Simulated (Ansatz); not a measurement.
# La (P6_3/mmc) in Ansatz: a series of runs

Aim: see how the results for La move with the level of theory and the settings. Levels: PBEsol, PBEsol+U. Tasks: density of states.

All numbers are computed with Ansatz 0.2.0; they aren't measurements. Logs are shortened: lines on timing, memory, paths and dates and some standing lists are left out, and cuts for length are marked.

### Step 1. The structure

It takes space group P6_3/mmc (No. 194, hexagonal). Conventional cell: a = 3.750 Å, b = 3.750 Å, c = 6.070 Å, α = 90.00°, β = 90.00°, γ = 120.00°. La (site symmetry -6m2) has 12 La at 3.73 to 3.75 Å as nearest neighbours.

This isn't the form of La at room conditions, which is double hcp.

### Step 2. Density of states, PBEsol

File input.yaml:

```yaml
crystal:
  lattice:
    - [3.75, 0.0, 0.0]
    - [-1.875, 3.2475952642, 0.0]
    - [0.0, 0.0, 6.07]
  atoms:
    - { symbol: La, position: [0.6666666667, 0.3333333333, 0.75] }
    - { symbol: La, position: [0.3333333333, 0.6666666667, 0.25] }
kpoints:
  mp_grid: { grid: [8, 8, 5] }
scf:
  occupations: { method: fermi_dirac, width: 0.05 }
hamiltonian:
  xc: pbesol
  pseudopotentials: { kind: all_electron, lapw: { basis_error: 0.001 } }
output:
  forces: true
  stress: true
  eigenvalues: true
  dos: { projected: false, de: 0.2, e_range: [-14, 10] }
```

Potentials or basis: all-electron LAPW, scalar-relativistic.

Run with:

```
ansatz run input.yaml --threads 2 --pin off --max-ram 6144MiB --backend cpu --events-out ev --progress --plain --runs-dir out
```

Output:

```text
Warning: RAYON_NUM_THREADS=2 ignored (pool sized by the plan → 2); use --threads N
LAPW: plane waves up to 5.623 Å⁻¹, error target 1.0e-3 eV per atom; small_component_spin mean_spin; La in spheres of 1.864 Å, 27 of its electrons in bands, Dirac shells [] (how accurate: hamiltonian.pseudopotentials.lapw.basis_error, Limitations)
Engine: ansatz 0.2.0, aarch64-unknown-linux-gnu
Pseudopotentials: kind: all_electron
Pseudopotential: La, LAPW, valence charge 27, lapw/all_electron/scalar/gaussian/La, Koelling and Harmon's equation, gaussian nucleus
Functional definition: PBEsol
  exchange = pbesol_x
  correlation = pbesol_c
Crystal: 2 atoms, lattice volume = 73.923 Å³
Basis set: ecut = 120.4497225643168 eV, 233 PW (Γ), exchange–correlation at level 2
Bands: 33, of which v1, the nominal top of the filled ones, is band 27 counted from 1 (26 counted from 0)
Symmetry: 24 space group operations
Space group: P63/mmc (ITA 194), of the structure as read, at distance tolerance 4.2e-5 Å
k-points: 30 of 320
Non-local potential: La, projectors of the file, none
Initial density: superposition of atomic densities (chi_scale 0.1, normalization cell)
Initial wavefunctions: plane waves of lowest kinetic energy (no species holds an atomic orbital)
Functional: x = pbesol(κ = 0.804, μ = 0.12345679012345678), c = pbesol(β = 0.046)
iter 1 solved again at ethr=3.72e-5 eV; its pass at ethr=1.00e-1 eV (dr2=2.01e-2 eV) is discarded
SCF iter   1: F=—  HF=-462038.733107 eV  |F-HF|=—  |Δ(HF+E_count)|=         —  Δρ=4.45e-3  dr2=2.00e-2  ethr=3.72e-5  ⟨swp⟩=7.5  Hψ=6919  notcnv=0
preconditioner: auto → Kerker (q_TF=auto, 2.589 Å⁻¹)  [metal: Δε(μ)=0.042 eV  Ē_g=12.493 eV  σ=0.050 eV  W_gap=0.21  n_scr=22 (ndim 8)  ℏωp=18.3 eV  f_vac=0.000  D(μ)=4.53/eV (n_scr^D=36)]
SCF iter   2: F=—  HF=-462038.724588 eV  |F-HF|=—  |Δ(HF+E_count)|=   8.52e-3  Δρ=3.04e-3  dr2=9.91e-3  ethr=3.70e-5  ⟨swp⟩=3.2  Hψ=3432  notcnv=0  defer=1
SCF iter   3: F=—  HF=-462038.723959 eV  |F-HF|=—  |Δ(HF+E_count)|=   6.29e-4  Δρ=1.61e-3  dr2=2.89e-3  ethr=1.84e-5  ⟨swp⟩=2.0  Hψ=3232  notcnv=0
SCF iter   4: F=—  HF=-462038.723622 eV  |F-HF|=—  |Δ(HF+E_count)|=   3.37e-4  Δρ=5.51e-4  dr2=3.73e-4  ethr=5.36e-6  ⟨swp⟩=2.1  Hψ=3235  notcnv=0
iter 5 solved again at ethr=4.24e-8 eV; its pass at ethr=6.90e-7 eV (dr2=2.29e-5 eV) is discarded
SCF iter   5: F=—  HF=-462038.723591 eV  |F-HF|=—  |Δ(HF+E_count)|=   3.09e-5  Δρ=1.33e-4  dr2=2.29e-5  ethr=4.24e-8  ⟨swp⟩=2.1  Hψ=5263  notcnv=0
SCF iter   6: F=—  HF=-462038.723592 eV  |F-HF|=—  |Δ(HF+E_count)|=   1.44e-6  Δρ=6.12e-5  dr2=4.96e-6  ethr=4.24e-8  ⟨swp⟩=2.0  Hψ=3227  notcnv=0
SCF iter   7: F=—  HF=-462038.723592 eV  |F-HF|=—  |Δ(HF+E_count)|=   1.45e-7  Δρ=1.37e-5  dr2=2.73e-7  ethr=9.19e-9  ⟨swp⟩=2.0  Hψ=3227  notcnv=0
SCF iter   8: F=-462038.723592 eV  HF=-462038.723592 eV  |F-HF|=6.40e-10  |Δ(HF+E_count)|=   1.79e-8  Δρ=4.62e-6  dr2=1.79e-8  ethr=5.05e-10  ⟨swp⟩=2.0  Hψ=3227  notcnv=0
SCF 1 converged in 8 iterations: F = -462038.723592 eV  dr2 = 1.79e-8
SCF converged after 8 iterations
Free energy (F): -462038.723592 eV
Harris-Foulkes:  -462038.723592 eV  (|F-HF|=6.40e-10)
Internal energy: -462038.686877 eV  (E = F + TS)
E sigma→0 (E₀):  -462038.705235 eV
Entropy (-TS):   -0.036716 eV (-18.358 meV/atom)
Fermi energy:    13.972220 eV
--- Per-component energies (eV) ---
  E_band       = -3833.144730
  E_kinetic    = 493426.915091
  E_xc         = -10920.580238
  E_electrostatic = -944545.021729  (all electrons and nuclei)
  E_smearing   = -0.036716  (= −TS)
  E_closure    = 0.000000  (closes the sum)
  E_atoms      = -462028.185334  (free atoms, spherical and without spin; not in F)
  Σ components = -462038.723592   (vs F -462038.723592, Δ=0.00e0)
  Basis errors (estimates in eV, not in F): energy 1.5e-4 per atom: plane waves 1.3e-4 (9.9e-5 summed), levels above the bands 4.9e-17, relativity 2.1e-9, radial functions 2.0e-5, core shells 1.3e-7; eigenvalues (radial functions only) 7.7e-7; not estimated: angular momenta, meshes, grids; target (lapw.basis_error) 1.0e-3; muffin-tin radii La 1.864 Å
--- Forces (eV/Å), atoms counted from 1 ---
  atom   1  La     0.00000000    -0.00000000    -0.00000000
  atom   2  La     0.00000000     0.00000000     0.00000000
  max |Σ_I F_I| component: 7.40e-17 eV/Å
--- Stress (GPa, compression-positive) ---
       -1.341107       0.000000       0.000000
        0.000000      -1.341107       0.000000
        0.000000       0.000000      -1.645524
  P = ⅓ Tr σ = -1.4426 GPa (-14.426 kbar)
--- Band table (eV; the first three rows and the last of 30) ---
  k-point 0: bands = ["-178.9262", "-178.9262", "-178.9189", "-178.9189", "-178.9189", "-178.9189", "-83.0598", "-83.0598", "-83.0597", "-83.0597", "-83.0591", "-83.0591", "-83.0538", "-83.0538", "-83.0538", "-83.0538", "-18.8503", "-18.6431", "-3.2037", "-1.9757", "-1.9757", "-1.7860", "-1.7860", "-1.7616", "10.7452", "12.1921", "15.0401", "15.2946", "15.2946", "15.4571", "15.5438", "15.6077", "15.6077"]
  k-point 1: bands = ["-178.9262", "-178.9262", "-178.9189", "-178.9189", "-178.9189", "-178.9189", "-83.0598", "-83.0598", "-83.0597", "-83.0597", "-83.0591", "-83.0591", "-83.0538", "-83.0538", "-83.0538", "-83.0538", "-18.8311", "-18.6634", "-3.0810", "-1.9579", "-1.9579", "-1.9182", "-1.8044", "-1.8044", "11.0474", "12.2511", "14.9310", "15.2810", "15.2810", "15.2971", "15.2989", "15.5518", "15.5518"]
  k-point 2: bands = ["-178.9262", "-178.9262", "-178.9189", "-178.9189", "-178.9189", "-178.9189", "-83.0598", "-83.0598", "-83.0598", "-83.0598", "-83.0591", "-83.0591", "-83.0538", "-83.0538", "-83.0538", "-83.0538", "-18.7802", "-18.7162", "-2.7473", "-2.3055", "-1.9110", "-1.9110", "-1.8524", "-1.8524", "11.7556", "12.2531", "14.5902", "14.7303", "15.3047", "15.3047", "15.3748", "15.4186", "15.4186"]
  k-point 29: bands = ["-178.9262", "-178.9262", "-178.9189", "-178.9189", "-178.9189", "-178.9189", "-83.0598", "-83.0598", "-83.0598", "-83.0598", "-83.0591", "-83.0591", "-83.0537", "-83.0537", "-83.0537", "-83.0537", "-18.6088", "-18.6000", "-2.9761", "-2.9330", "-2.6120", "-2.4898", "-2.0663", "-2.0154", "12.9651", "13.3114", "13.8339", "13.8828", "14.7287", "14.9471", "15.5205", "15.5370", "15.6763"]
```

Wall time 4.3 s (2 threads of Arm Neoverse V2, shared host); peak memory 0.27 GiB.

What came out:

```
Free energy            : -462038.7236 eV
Pressure               : -1.4 GPa
Band gap on the k mesh : none (metal or under the smearing width)
```

Stress tensor (GPa, compression positive):
```
-1.34  0.00  0.00
 0.00 -1.34  0.00
 0.00  0.00 -1.65
```

Levels at points of the mesh, in eV from the Fermi level:
```csv
k point,band 25,band 26,band 27,band 28,band 29,band 30
"(0.00, 0.00, 0.00)",-3.23,-1.78,1.07,1.32,1.32,1.48
"(0.00, -0.50, 0.00)",-1.61,-1.18,-1.14,1.20,1.23,1.30
```

States per cell in windows of 1 eV (zero at the Fermi level; states under -8 eV left out):
```
from (eV)  total
     -8.0   0.00
     -7.0   0.00
     -6.0   0.00
     -5.0   0.00
     -4.0   0.00
     -3.0   0.22
     -2.0   2.64
     -1.0   3.11
      0.0   3.83
      1.0   8.20
      2.0   0.00
      3.0   0.00
      4.0   0.00
      5.0   0.00
      6.0   0.00
      7.0   0.00
```

Spin-orbit coupling is left out, which matters for the levels of La.

### Step 3. Density of states, PBEsol+U

Changes to input.yaml since step 2:

```diff
@@ -15,2 +15,6 @@
   pseudopotentials: { kind: all_electron, lapw: { basis_error: 0.001 } }
+  hubbard:
+    sites: [{ species: La, l: f, u_eff: 2 }]
+    double_counting: fll
+    projectors: ortho-atomic
 output:
@@ -20 +24,2 @@
   dos: { projected: false, de: 0.2, e_range: [-14, 10] }
+  hubbard: {}
```

Potentials or basis: all-electron LAPW, scalar-relativistic.

Run with:

```
ansatz run input.yaml --threads 2 --pin off --max-ram 6144MiB --backend cpu --events-out ev --progress --plain --runs-dir out
```

Wall time 5.6 s (2 threads of Arm Neoverse V2, shared host); peak memory 0.3 GiB.

Results (log left out):

```yaml
Free_energy: -462038.5423 eV
Pressure: -0.7 GPa
Band_gap_on_the_k_mesh: none (metal or under the smearing width)
```

Levels at points of the mesh, in eV from the Fermi level:
```csv
k point,band 24,band 25,band 26,band 27,band 28,band 29,band 30,band 31
"(0.00, 0.00, 0.00)",-15.86,-3.29,-1.84,1.28,1.33,1.33,1.88,1.88
"(0.00, -0.50, 0.00)",-16.06,-1.67,-1.23,-1.19,1.17,1.31,1.44,2.14
```

States per cell in windows of 0.5 eV (zero at the Fermi level; states under -8 eV left out):
```tsv
from (eV)	total
-8.0	0.00
-7.5	0.00
-7.0	0.00
-6.5	0.00
-6.0	0.00
-5.5	0.00
-5.0	0.00
-4.5	0.00
-4.0	0.00
-3.5	0.01
-3.0	0.07
-2.5	0.17
-2.0	0.87
-1.5	1.90
-1.0	1.14
-0.5	1.81
0.0	1.65
0.5	1.60
1.0	2.06
1.5	2.64
2.0	3.66
2.5	0.43
3.0	0.00
3.5	0.00
4.0	0.00
4.5	0.00
5.0	0.00
5.5	0.00
6.0	0.00
6.5	0.00
7.0	0.00
7.5	0.00
```

Caveat: U is the effective U less J, on atomic orbitals that reach past the spheres; U without spin polarisation on a metal has little footing; the U is typed as a test and isn't derived for this compound. Spin-orbit coupling is left out, which matters for the levels of La.

### Step 4. Density of states, PBEsol+U

Changes to input.yaml since step 3:

```diff
@@ -16,3 +16,3 @@
   hubbard:
-    sites: [{ species: La, l: f, u_eff: 2 }]
+    sites: [{ species: La, l: f, u_eff: 3 }]
     double_counting: fll
```

Run with:

```
ansatz run input.yaml --threads 2 --pin off --max-ram 6144MiB --backend cpu --events-out ev --progress --plain --runs-dir out
```

Run time: 5.7 s. Hardware: 2 threads of Arm Neoverse V2, shared host; peak memory 0.31 GiB.

The run converged. Its results:

- Free energy: -462038.4820 eV
- Pressure: -0.4 GPa
- Band gap on the k mesh: none (metal or under the smearing width)

Stress tensor (GPa, compression positive):
```
-0.43  0.00  0.00
 0.00 -0.43  0.00
 0.00  0.00 -0.31
```

Levels at points of the mesh, in eV from the Fermi level:
| k point | band 23 | band 24 | band 25 | band 26 | band 27 | band 28 | band 29 | band 30 | band 31 | band 32 |
| --- | --- | --- | --- | --- | --- | --- | --- | --- | --- | --- |
| (0.00, 0.00, 0.00) | -15.93 | -15.90 | -3.31 | -1.86 | 1.32 | 1.33 | 1.33 | 1.92 | 1.92 | 2.40 |
| (0.00, -0.50, 0.00) | -16.25 | -16.10 | -1.69 | -1.25 | -1.21 | 1.15 | 1.32 | 1.47 | 2.14 | 2.63 |

States per cell in windows of 1 eV (zero at the Fermi level; states under -8 eV left out):
| from (eV) | total |
| --- | --- |
| -8.0 | 0.00 |
| -7.0 | 0.00 |
| -6.0 | 0.00 |
| -5.0 | 0.00 |
| -4.0 | 0.01 |
| -3.0 | 0.25 |
| -2.0 | 2.81 |
| -1.0 | 2.89 |
| 0.0 | 3.12 |
| 1.0 | 4.32 |
| 2.0 | 4.43 |
| 3.0 | 0.18 |
| 4.0 | 0.00 |
| 5.0 | 0.00 |
| 6.0 | 0.00 |
| 7.0 | 0.00 |

Caveat: U is the effective U less J, on atomic orbitals that reach past the spheres; U without spin polarisation on a metal has little footing; the U is typed as a test and isn't derived for this compound. The run has no spin-orbit coupling, so splittings on La are missing.

### Step 5. Overview

```csv
level,U,gap on the mesh (eV),pressure (GPa)
PBEsol,-,none,-1.4
PBEsol+U,La f U = 2 eV,none,-0.7
PBEsol+U,La f U = 3 eV,none,-0.4
```

Alike in all rows: task density of states; potentials or basis all-electron LAPW, scalar-relativistic; no spin polarisation; cell as given; k mesh 8 × 8 × 5; cutoff (eV) 120; smearing fermi-dirac 0.05 eV; basis error allowed 0.001 eV/atom.

Every run on the cell as given and a fine mesh finds a metal. The pressure there spans -1.4 GPa (PBEsol) to -0.4 GPa (PBEsol+U); a positive pressure means that this level wants a larger cell, a negative one a smaller.

Caveats: U is the effective U less J, on atomic orbitals that reach past the spheres (some runs); U without spin polarisation on a metal has little footing (some runs); the U is typed as a test and isn't derived for this compound (some runs).

Compare energies only between runs with the same functional and basis.
